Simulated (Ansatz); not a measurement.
Input of an Ansatz 0.2.0 run:

Contents of input.yaml:

```yaml
crystal:
  lattice:
    - [-5.37331, 5.37331, 1.616233]
    - [5.37331, -5.37331, 1.616233]
    - [5.37331, 5.37331, -1.616233]
  atoms:
    - { symbol: Sn, position: [0.3510765, 0.8310675, 0.182144] }
    - { symbol: Sn, position: [0.8310675, 0.6489235, 0.479991] }
    - { symbol: Sn, position: [0.1689325, 0.3510765, 0.520009] }
    - { symbol: Sn, position: [0.6489235, 0.1689325, 0.817856] }
    - { symbol: O, position: [0.2056015, 0.1549285, 0.36053] }
    - { symbol: O, position: [0.8450715, 0.2056015, 0.050673] }
    - { symbol: O, position: [0.7943985, 0.8450715, 0.63947] }
    - { symbol: O, position: [0.1549285, 0.7943985, 0.949327] }
    - { symbol: O, position: [0.1610445, 0.5429605, 0.704005] }
    - { symbol: O, position: [0.5429605, 0.8389555, 0.381916] }
    - { symbol: O, position: [0.4570395, 0.1610445, 0.618084] }
    - { symbol: O, position: [0.8389555, 0.4570395, 0.295995] }
hamiltonian:
  xc: r2scan
  pseudopotentials: { kind: paw }
kpoints:
  mp_grid: { grid: [9, 9, 9] }
  band_path:
    path:
      - [[0.0, 0.0, 0.0], [0.0, 0.0, 0.5], [-0.5, 0.5, 0.5], [0.0, 0.0, 0.0], [0.2726185185, 0.2726185185, -0.2726185185], [0.25, 0.25, 0.25], [0.0, 0.5, 0.0], [-0.2726185185, 0.7273814815, 0.2726185185], [-0.5, 0.5, 0.5]]
      - [[0.0, 0.0, 0.5], [0.25, 0.25, 0.25]]
    npoints: 10
scf:
  occupations: { method: fermi_dirac, width: 0.05 }
  n_extra_bands: 30
output:
  forces: true
  stress: true
  eigenvalues: true
  fatbands: true
```

Potentials or basis: Ansatz PAW.

The run is started by

```sh
$ ansatz run input.yaml --threads 4 --pin off --max-ram 11264MiB --backend cpu --events-out ev --progress --plain --runs-dir out
```

**Question.** What does it give for the largest force?

**Answer.** 0.792 eV/Å.

**Question.** Predict the pressure.

**Answer.** -6.3 GPa.

Levels at the corners of the path, in eV from the valence-band top:
```csv
point,band 49,band 50,band 51,band 52,band 53,band 54,band 55,band 56
Γ,-0.49,-0.19,-0.19,-0.12,2.33,5.36,5.36,5.73
X,-0.52,-0.46,-0.19,-0.03,3.33,4.17,5.55,6.15
M,-0.53,-0.53,-0.17,0.00,4.34,4.34,4.45,6.27
Γ,-0.49,-0.19,-0.19,-0.12,2.33,5.36,5.36,5.73
Z,-0.39,-0.31,-0.31,-0.31,5.97,5.97,6.30,6.85
P,-0.65,-0.31,-0.31,-0.11,6.00,6.25,6.55,6.55
N,-0.47,-0.38,-0.22,-0.21,6.07,6.08,6.55,6.58
Z1,-0.39,-0.31,-0.31,-0.31,5.97,5.97,6.30,6.85
M,-0.53,-0.53,-0.17,0.00,4.34,4.34,4.45,6.27
X,-0.52,-0.46,-0.19,-0.03,3.33,4.17,5.55,6.15
P,-0.65,-0.31,-0.31,-0.11,6.00,6.25,6.55,6.55
```

Caveat: spin-orbit coupling is left out, which moves the levels of the heavy elements; the PAW data sets come from PBE, with cores solved anew for the run's functional, which leaves a small shift of forces and pressure.
